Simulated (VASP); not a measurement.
# Ba, energy along a vibration (SMASS = -2): which settings are enough?

Ba, Fm-3m (no. 225), atoms displaced along the mode, 2 atoms in the cell. PBEsol, energy along a line of displacements; PAW potentials Ba_sv (PBE set). VASP 6.6.1.

Wanted: harmonic frequency within 1 %.

Space group without the displacement: Fm-3m (no. 225); Mode: longitudinal mode at X.

POSCAR of the starting run:
```
Ba
1.0
    3.2326650028      3.2326650028      0.0000000000
   -3.2326650028      3.2326650028      0.0000000000
    0.0000000000      0.0000000000      6.4653300056
Ba
2
Direct
    0.0000000000      0.0000000000     -0.0061868458
    0.5000000000      0.5000000000      0.5061868458

    0.0000000000   0.0000000000   0.0100000000
    0.0000000000   0.0000000000  -0.0100000000
```

The series start from k mesh: 5 × 5 × 4; Cutoff (eV): 260; Step along the mode (Å): 0.02; Extrapolation between steps (IWAVPR): 11. Each series keeps the choices made before it, and each single choice may use up half of a tolerance.

## k mesh

| k mesh | Harmonic frequency (THz) | Time (s) |
|---|---|---|
| 2 × 2 × 2 | 2.238 | 20 |
| 3 × 3 × 2 | 2.033 | 23 |
| 4 × 4 × 3 | 2.266 | 35 |
| 5 × 5 × 4 | 2.225 | 62 |
| 7 × 7 × 5 | 2.186 | 113 |
| 9 × 9 × 6 (reference) | 2.183 | 202 |

Chosen: 7 × 7 × 5, the loosest value from which every tighter one stays within half of the tolerance.

## Cutoff (eV)

| Cutoff (eV) | Harmonic frequency (THz) | Time (s) |
|---|---|---|
| 140 | 2.255 | 76 |
| 170 | 2.178 | 79 |
| 200 | 2.149 | 86 |
| 230 | 2.168 | 90 |
| 260 | 2.186 | 113 |
| 300 (reference) | 2.165 | 179 |

Chosen: 300; the next looser run is off by more than half of the tolerance, so convergence isn't shown beyond this value.

## Extrapolation between steps (IWAVPR)

| Extrapolation between steps (IWAVPR) | Harmonic frequency (THz) | Time (s) |
|---|---|---|
| 11 | 2.172 | 195 |
| 12 | 2.172 | 183 |
| 0 | 2.172 | 275 |

Chosen: 11; no other choice that stays within half of the tolerance saves 30 % of the time.

Also changed on the way, by series that aren't shown: Step along the mode (Å): 0.08.

## All choices together

| Input | Harmonic frequency (THz) | Time (s) |
|---|---|---|
| defaults on a coarse mesh (naive) | 2.169 | 3.4 |
| chosen settings | 2.172 | 195 |
| reference settings throughout | 2.163 | 364 |

The chosen settings stay within the tolerance of the reference run, but the reference itself isn't shown to be converged in: Cutoff (eV).

## The input

INCAR:
```
SYSTEM = Ba
GGA = PS
PREC = Accurate
ENCUT = 300
EDIFF = 1E-7
ALGO = Normal
LREAL = .False.
LASPH = .True.
ISMEAR = 1
SIGMA = 0.15
ISYM = 0
LWAVE = .False.
LCHARG = .False.
IBRION = 0
SMASS = -2
POTIM = 1
NSW = 9
NELMIN = 4
IWAVPR = 11
KPAR = 2
```

KPOINTS:
```
Automatic mesh
0
Gamma
  7 7 5
  0 0 0
```

POSCAR:
```
Ba
1.0
    3.2326650028      3.2326650028      0.0000000000
   -3.2326650028      3.2326650028      0.0000000000
    0.0000000000      0.0000000000      6.4653300056
Ba
2
Direct
    0.0000000000      0.0000000000     -0.0247473833
    0.5000000000      0.5000000000      0.5247473833

    0.0000000000   0.0000000000   0.0400000000
    0.0000000000   0.0000000000  -0.0400000000
```

Commands:
```
cat potpaw_PBE.64/Ba_sv/POTCAR > POTCAR
mpirun -np 2 vasp_std > vasp.out
```

The naive input happens to agree within the tolerance here, in 3.4 s.

The chosen input took VASP 6.6.1 195 s on 2 cores (Intel Xeon Platinum 8259CL @ 2.50GHz (Skylake/Cascade Lake)), a shared host.

## An input that fails: POTIM multiplies the typed steps tenfold

It runs to its end, but against the unchanged starting input it is off by 630 % in the harmonic frequency.

Changes against the starting input:
```
- POTIM = 1
+ POTIM = 10
```
